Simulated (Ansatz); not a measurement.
# Mercury, alpha-Hg (rhombohedral) under r²SCAN: how the Methfessel-Paxton smearing moves the result

How small must the Methfessel-Paxton smearing width be for energy and pressure to settle? The geometry was relaxed under r²SCAN beforehand and stays fixed; 7 values are run, from 0.01 to 1.0 eV. Wanted are the values from which on the energy stays within 10 and 1 meV/atom, and the pressure within 0.5 GPa, of the narrowest run. Within the series other settings stay, but some runs also write fields, which adds to their time. Spin polarisation is left out.

Computed with Ansatz 0.2.0 (DFT r²SCAN, plane waves with PAW, scalar-relativistic, unless a step says otherwise).

## (1) Starting point

The structure is trigonal, space group R-3m (No. 166). The conventional cell has a = 3.756 Å, b = 3.756 Å, c = 6.464 Å, α = 90.00°, β = 90.00°, γ = 120.00°. Around Hg (site symmetry -3m) lie 6 Hg at 3.06 Å.

Coordinates:

```
Hg
1.0
     1.87786    1.08418    2.15473
    -1.87786    1.08418    2.15473
     0.00000   -2.16837    2.15473
Hg
1
Direct
  0.00000 0.00000 0.00000
```

## (2) Run at 0.01 eV

The run at 0.01 eV.

Contents of input.yaml:

```yaml
crystal:
  lattice:
    - [1.8778599936, 1.0841829728, 2.1547276236]
    - [-1.8778599936, 1.0841829728, 2.1547276236]
    - [0.0, -2.1683659456, 2.1547276235]
  atoms:
    - { symbol: Hg, position: [0.0, 0.0, 0.0] }
hamiltonian:
  xc: r2scan
  pseudopotentials:
    kind: paw
    azcp:
      Hg: "pseudopotentials/Hg.paw.azcp"
basis:
  ecutwfc: 500
  fft_grid_basis: typed
kpoints:
  mp_grid: { grid: [11, 11, 11], shift: [0, 0, 0] }
magnetization:
  spin_polarized: false
scf:
  occupations: { method: methfessel_paxton, width: 0.01 }
  lower_state_search: "off"
output:
  stress: true
  write_density: true
  write_potential: true
  elf: true
  volumetric_format: npy
```

The run is started by

```sh
ansatz run input.yaml --threads 2 --pin off --max-ram 5120MiB --backend cpu --events-out ev --progress --plain --runs-dir out
```

## (3) Run at 0.03 eV

The run at 0.03 eV.

Changes to input.yaml since step 2:

```diff
@@ -21,3 +21,3 @@
 scf:
-  occupations: { method: methfessel_paxton, width: 0.01 }
+  occupations: { method: methfessel_paxton, width: 0.03 }
   lower_state_search: "off"
```

## (4) Run at 0.1 eV

The run at 0.1 eV.

Changes to input.yaml since step 3:

```diff
@@ -21,3 +21,3 @@
 scf:
-  occupations: { method: methfessel_paxton, width: 0.03 }
+  occupations: { method: methfessel_paxton, width: 0.1 }
   lower_state_search: "off"
```

## (5) Run at 0.2 eV

The run at 0.2 eV.

Changes to input.yaml since step 4:

```diff
@@ -21,3 +21,3 @@
 scf:
-  occupations: { method: methfessel_paxton, width: 0.1 }
+  occupations: { method: methfessel_paxton, width: 0.2 }
   lower_state_search: "off"
@@ -25,5 +25 @@
   stress: true
-  write_density: true
-  write_potential: true
-  elf: true
-  volumetric_format: npy
```

## (6) Run at 0.3 eV

The run at 0.3 eV.

Changes to input.yaml since step 5:

```diff
@@ -21,3 +21,3 @@
 scf:
-  occupations: { method: methfessel_paxton, width: 0.2 }
+  occupations: { method: methfessel_paxton, width: 0.3 }
   lower_state_search: "off"
```

## (7) Run at 0.6 eV

The run at 0.6 eV.

Changes to input.yaml since step 6:

```diff
@@ -21,3 +21,3 @@
 scf:
-  occupations: { method: methfessel_paxton, width: 0.3 }
+  occupations: { method: methfessel_paxton, width: 0.6 }
   lower_state_search: "off"
@@ -25 +25,5 @@
   stress: true
+  write_density: true
+  write_potential: true
+  elf: true
+  volumetric_format: npy
```

## (8) Run at 1.0 eV

The run at 1.0 eV.

Changes to input.yaml since step 7:

```diff
@@ -21,3 +21,3 @@
 scf:
-  occupations: { method: methfessel_paxton, width: 0.6 }
+  occupations: { method: methfessel_paxton, width: 1.0 }
   lower_state_search: "off"
@@ -25,5 +25 @@
   stress: true
-  write_density: true
-  write_potential: true
-  elf: true
-  volumetric_format: npy
```

(Steps that only read results are left out.)

**Question.** What will these runs give?

**Answer**, as computed:

| quantity | value |
| --- | --- |
| E(σ → 0) stays within 10 meV/atom of 0.01 eV | up to 1.0 eV |
| E(σ → 0) stays within 1 meV/atom | up to 1.0 eV |
| pressure stays within 0.5 GPa | up to 1.0 eV |
| pressure at 0.01 eV | 0.12 GPa |
| energy of a separate run on a finer mesh (18×18×18) | +1.6 meV/atom from 0.01 eV |

At 1.0 eV the energy differs by +0.4 meV/atom and the pressure by -0.1 GPa. Over the range F shifts by +2.5 meV/atom, while E(σ → 0) shifts by +0.4. This scheme cancels the term in the square of the width, so F moves little up to 0.2 eV. The mesh (11×11×11) is fixed, so the narrowest widths carry a k-point error of their own. The yardstick itself is unsettled by 1.6 meV/atom against the finer mesh, so the thresholds above hold only within this series, and wider smearing, which averages over more states, can land nearer the fine-mesh value than the narrowest does.
